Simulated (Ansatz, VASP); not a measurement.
BaZrO3: VASP beside Ansatz

Contents of POSCAR:

```
BaZrO3
1.0
    4.1626767300      0.0000000000      0.0000000000
    0.0000000000      4.1626767300      0.0000000000
    0.0000000000      0.0000000000      4.1626767300
O Ba Zr
3 1 1
Direct
    0.0000000000      0.5000000000      0.5000000000
    0.5000000000      0.0000000000      0.5000000000
    0.5000000000      0.5000000000      0.0000000000
    0.0000000000      0.0000000000      0.0000000000
    0.5000000000      0.5000000000      0.5000000000
```

The input INCAR.step1:

```
SYSTEM = BaZrO3
PREC     = Accurate       ! precision mode
ENCUT    = 520            ! plane-wave cutoff, eV
ISMEAR   = -5             ! smearing method
SIGMA    = 0.1            ! smearing width, eV
LREAL    = .FALSE.        ! projectors in reciprocal space
LASPH    = .TRUE.         ! aspherical terms in the spheres
NELM     = 100            ! most SCF steps
LMAXMIX  = 4              ! l up to which the mixer works
NBANDS   = 28             ! bands
GGA      = PE             ! functional
ALGO     = Normal         ! electronic algorithm
EDIFF    = 1E-4           ! SCF threshold, eV
LWAVE    = .TRUE.         ! write WAVECAR
LCHARG   = .FALSE.        ! write CHGCAR
```

Contents of INCAR.step2:

```
SYSTEM = BaZrO3
PREC     = Accurate       ! precision mode
ENCUT    = 520            ! plane-wave cutoff, eV
EDIFF    = 1E-6           ! SCF threshold, eV
ISMEAR   = -5             ! smearing method
SIGMA    = 0.1            ! smearing width, eV
LREAL    = .FALSE.        ! projectors in reciprocal space
LASPH    = .TRUE.         ! aspherical terms in the spheres
NELM     = 100            ! most SCF steps
ALGO     = Normal         ! electronic algorithm
ISIF     = 2              ! what is computed and relaxed
LWAVE    = .FALSE.        ! write WAVECAR
LCHARG   = .FALSE.        ! write CHGCAR
LMAXMIX  = 4              ! l up to which the mixer works
METAGGA  = R2SCAN         ! meta-GGA
LMIXTAU  = .TRUE.       
LORBIT   = 11             ! projections on sites
NBANDS   = 28             ! bands
ISTART   = 1
```

KPOINTS

```
regular mesh
0
G
  6 6 6
  0 0 0
```

Input for Ansatz:

```yaml
crystal:
  lattice:
    - [4.16267673, 0.0, 0.0]
    - [0.0, 4.16267673, 0.0]
    - [0.0, 0.0, 4.16267673]
  atoms:
    - { symbol: O, position: [0.0, 0.5, 0.5] }
    - { symbol: O, position: [0.5, 0.0, 0.5] }
    - { symbol: O, position: [0.5, 0.5, 0.0] }
    - { symbol: Ba, position: [0.0, 0.0, 0.0] }
    - { symbol: Zr, position: [0.5, 0.5, 0.5] }
  symmetry: { tolerance: 0.0003 }
kpoints:
  mp_grid: { grid: [6, 6, 6], shift: [0, 0, 0] }
  band_path:
    path:
      - [0.0, 0.0, 0.0]
      - [0.0, 0.5, 0.0]
      - [0.5, 0.5, 0.0]
      - [0.0, 0.0, 0.0]
      - [0.5, 0.5, 0.5]
      - [0.0, 0.5, 0.0]
      - [0.5, 0.5, 0.5]
      - [0.5, 0.5, 0.0]
    npoints: 8
magnetization:
  spin_polarized: false
scf:
  occupations: { method: tetrahedron }
  lower_state_search: "off"
  max_iter: 200
hamiltonian:
  pseudopotentials: { kind: paw }
  xc: r2scan
basis:
  ecutwfc: 500
  fft_grid_basis: typed
output:
  forces: true
  stress: true
  eigenvalues: true
  bader: true
  populations: true
  elf: true
  write_potential: true
  volumetric_format: npy
  dos:
    e_range: [-12, 8]
    de: 0.05
    projected: { site_lists: { Ba: [Ba], O: [O], Zr: [Zr] } }
checkpoint:
  read: saved_state
```

Alike in both runs: task single point; functional r2SCAN; k mesh 6 × 6 × 6; occupations tetrahedron; no spin polarisation.

|  | VASP | Ansatz |
| --- | --- | --- |
| version | VASP 6.6.1 | Ansatz 0.2.0 |
| potentials or method | VASP PAW PBE potentials, release 64 (O, Ba_sv, Zr_sv) | PAW plane waves |
| plane-wave cutoff (eV) | 520 | 500 |
| valence electrons in the cell | 40 | 40 |

Ansatz gave:

```
gap on the k mesh at the Fermi level (eV) : 3.81
pressure (GPa)                            : 5.3
```

Problem. Estimate VASP's values.

Solution. gap on the k mesh at the Fermi level (eV): 3.75; pressure (GPa): 6.5.

Ansatz warned: «band_table_not_solved_further».

Caveats: the PAW data sets were made with another functional, which shifts forces and pressure a little (VASP); spin-orbit coupling is left out, which moves the levels of the heavy elements. A k mesh can miss the band edges. r2SCAN opens gaps a little over a GGA but as a rule still falls short of measured ones.
